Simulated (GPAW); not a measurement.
The S K edge of atom 1 in BeS (F-43m), with 4 Be at 2.10 Å (tetrahedral, site symmetry -43m), was computed in 3 ways: full core hole (charged cell), half core hole and no core hole. Program and functional: GPAW, PBE, Gaussian full width 0.9 eV up to 4 eV, rising linearly to 3.5 eV at 25 eV; cells of 2 and 16 atoms (the run without a hole in the smaller).

Each run is counted from its own lowest empty level or Fermi level and scaled to a mean of 1 over its first 20 eV.

```tsv
E (eV)	run 1	run 2	run 3
-2.0	0.00	0.00	0.00
-1.5	0.00	0.00	0.00
-1.0	0.00	0.00	0.00
-0.5	0.00	0.00	0.00
0.0	0.01	0.01	0.01
0.5	0.08	0.03	0.04
1.0	0.27	0.08	0.14
1.5	0.64	0.17	0.32
2.0	1.24	0.33	0.68
2.5	1.47	0.56	1.05
3.0	1.52	0.82	1.27
3.5	1.93	1.22	1.46
4.0	2.20	1.38	1.68
4.5	1.64	1.25	1.75
5.0	1.23	1.24	1.60
5.5	1.11	1.75	1.57
6.0	1.18	1.86	1.23
6.5	1.53	1.21	1.08
7.0	1.81	1.01	1.51
7.5	1.43	1.44	1.71
8.0	0.93	1.61	1.34
8.5	0.79	1.36	0.99
9.0	0.82	1.11	0.90
9.5	0.92	1.05	0.94
10.0	1.01	1.06	1.02
10.5	1.02	1.07	1.04
11.0	0.95	1.05	1.00
11.5	0.89	1.00	0.95
12.0	0.89	0.97	0.94
12.5	0.93	1.00	0.98
13.0	0.97	1.09	1.03
13.5	1.00	1.16	1.06
14.0	1.00	1.18	1.07
14.5	0.97	1.17	1.05
15.0	0.92	1.13	1.01
15.5	0.88	1.07	0.94
16.0	0.84	1.00	0.89
16.5	0.81	0.95	0.86
17.0	0.76	0.92	0.83
17.5	0.71	0.89	0.81
18.0	0.65	0.87	0.77
18.5	0.59	0.85	0.73
19.0	0.54	0.82	0.68
19.5	0.52	0.79	0.63
20.0	0.53	0.75	0.60
20.5	0.54	0.71	0.58
21.0	0.56	0.66	0.56
21.5	0.56	0.61	0.55
22.0	0.56	0.58	0.54
22.5	0.57	0.56	0.54
23.0	0.58	0.55	0.55
23.5	0.59	0.55	0.56
24.0	0.60	0.56	0.57
24.5	0.62	0.57	0.58
25.0	0.63	0.58	0.60
25.5	0.64	0.60	0.62
26.0	0.65	0.62	0.63
26.5	0.64	0.64	0.63
27.0	0.62	0.63	0.62
27.5	0.60	0.62	0.60
```

The database entry behind the starting cell differs from later determinations by our own check (0.1 to 0.3 % short, probably kX units), so it need not match the best structure at ambient conditions.

Q: Which run is which?

Run 1: full core hole (charged cell) (area from −2 to 6 eV 7.0, main maxima 3.9 eV (2.22), 7.0 eV (1.81), 10.3 eV (1.03) and 13.8 eV (1.00)). Run 2: no core hole (area from −2 to 6 eV 4.9, main maxima 3.9 eV (1.38), 5.8 eV (1.94), 7.9 eV (1.62) and 14.1 eV (1.18)). Run 3: half core hole (area from −2 to 6 eV 6.1, main maxima 4.3 eV (1.78), 7.4 eV (1.73), 10.4 eV (1.05) and 13.9 eV (1.07)). With each curve scaled to its own mean, the area from −2 to 6 eV with the hole is 7.0 against 4.9, and the centre of weight from −1 to 20 eV moves by -1.3 eV: the hole pulls the absorber's empty states down.

[Banner, clock and machine lines of the logs are left out without a mark of their own.]

[Logs are printed without paths, hosts, clocks, repeated set-up lines and the standing remarks that a program may print on its own settings, such as how far it seeks lower states.]

[Hosts, paths, dates, database ids (printed as entryN), source tags and the programs' standing remarks are cut or masked in the printed files.]

[Lists of maxima count a maximum above −3 eV only where it reaches 4 % of the highest in the window and stands out from its surroundings by 2 % of it (1.5 % where it reaches 55 %); shoulders and weaker maxima are passed over, and of the rest the first, up to two pre-edge ones and the few strongest are named.]
